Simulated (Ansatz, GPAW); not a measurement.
# One calculation of Li, 3 ways

```
Li
1.0
    -1.75465    1.75465    1.75465
     1.75465   -1.75465    1.75465
     1.75465    1.75465   -1.75465
Li
1
Cartesian
  0.0000 0.0000 0.0000
```

Alike in all runs: task band structure; functional BLYP; k mesh 11 × 11 × 11; occupations fermi-dirac, width 0.05 eV; no spin polarisation; no spin-orbit coupling. Pressure is positive in compression and, in plane waves, holds the error of the finite cutoff, which Ansatz's Pulay term estimates and takes out.

| program and potentials | plane-wave cutoff (eV) | notes | pressure (GPa) |
| --- | --- | --- | --- |
| Ansatz, Ansatz PAW | 420 | potentials made for PBE, which Ansatz adapts in part; 3 valence electrons an atom on average | -0.93 |
| GPAW, PAW data sets generated for this functional | 800 | 1 valence electrons an atom on average | -0.94 |
| Ansatz, all-electron LAPW, scalar-relativistic | - | - | ? |

Question: Estimate from the other rows what the run with Ansatz, all-electron LAPW, scalar-relativistic gave.

Answer: Pressure -0.92 GPa. The other rows, which needn't bracket it: pressure -0.94 to -0.93.
